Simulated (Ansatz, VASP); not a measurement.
HfN in VASP and in Ansatz

File INCAR:

```
PREC = Accurate
ENCUT = 520
EDIFF = 1E-6
ISMEAR = 0
SIGMA = 0.05
LREAL = False
LASPH = True
NELM = 80
ALGO = Normal
ISIF = 2
LWAVE = False
LCHARG = False
GGA = RP
IVDW = 12
NBANDS = 14
```

Contents of KPOINTS:

```
regular mesh
0
Gamma
  9 9 9
```

POSCAR

```
HfN
1.0
    0.0000000000      2.4548220000      2.4548220000
    2.4548220000      0.0000000000      2.4548220000
    2.4548220000      2.4548220000      0.0000000000
Hf N
1 1
Direct
    0.0000000000      0.0000000000      0.0000000000
    0.2500000000      0.2500000000      0.2500000000
```

Contents of input.yaml:

```yaml
crystal:
  lattice:
    - [0.0, 2.454822, 2.454822]
    - [2.454822, 0.0, 2.454822]
    - [2.454822, 2.454822, 0.0]
  atoms:
    - { symbol: Hf, position: [0.0, 0.0, 0.0] }
    - { symbol: "N", position: [0.25, 0.25, 0.25] }
hamiltonian:
  xc: rpbe
  pseudopotentials: { kind: paw }
  dispersion: d3bj
kpoints:
  mp_grid: { grid: [9, 9, 9] }
  band_path:
    path:
      - [[0.0, 0.0, 0.0], [0.5, 0.0, 0.5], [0.5, 0.25, 0.75], [0.375, 0.375, 0.75], [0.0, 0.0, 0.0], [0.5, 0.5, 0.5], [0.625, 0.25, 0.625], [0.5, 0.25, 0.75], [0.5, 0.5, 0.5], [0.375, 0.375, 0.75]]
      - [[0.625, 0.25, 0.625], [0.5, 0.0, 0.5]]
    npoints: 14
scf:
  occupations: { method: gaussian, width: 0.05 }
  n_extra_bands: 6
output:
  forces: true
  stress: true
  eigenvalues: true
  fatbands: false
```

The cell comes from a database or a generator and needn't be the stable form of this composition.

Alike in both runs: functional RPBE; dispersion D3(BJ); k mesh 9 × 9 × 9; occupations gaussian, width 0.05 eV; no spin polarisation.

```csv
,VASP,Ansatz
version,VASP 6.6.1,Ansatz 0.2.0
potentials or method,"VASP PAW PBE potentials, release 64 (Hf_pv, N)",Ansatz PAW
plane-wave cutoff (eV),520,420
valence electrons in the cell,15,31
task,single point,band structure
```

VASP gave:

| Quantity | Value |
| --- | --- |
| gap on the k mesh at the Fermi level (eV) | none |
| pressure (GPa) | -20.3 |
| dispersion energy (meV/atom) | -1791.1 |

Problem. Which values does Ansatz return?

Solution. gap on the k mesh at the Fermi level (eV): none; pressure (GPa): -19.3; dispersion energy (meV/atom): -1791.2.

A gap of «none» marks a metal or a gap that the smearing closes. The two sets of potentials don't hold the same shells in valence.

Caveats: so large a pressure means that the cell lies far from this level's equilibrium, or that cutoff or potentials fall short; pairwise dispersion overbinds metals, which lowers pressure and volume; the potentials were made for another functional, which shifts forces and pressure (VASP); the pressure holds a Pulay correction of +0.3 GPa for the finite cutoff (Ansatz); spin-orbit coupling is left out, which moves the levels of the heavy elements (Ansatz); the PAW data sets come from PBE, with cores solved anew for the run's functional, which leaves a small shift of forces and pressure (Ansatz). The runs have no spin-orbit coupling, so splittings on Hf are missing.
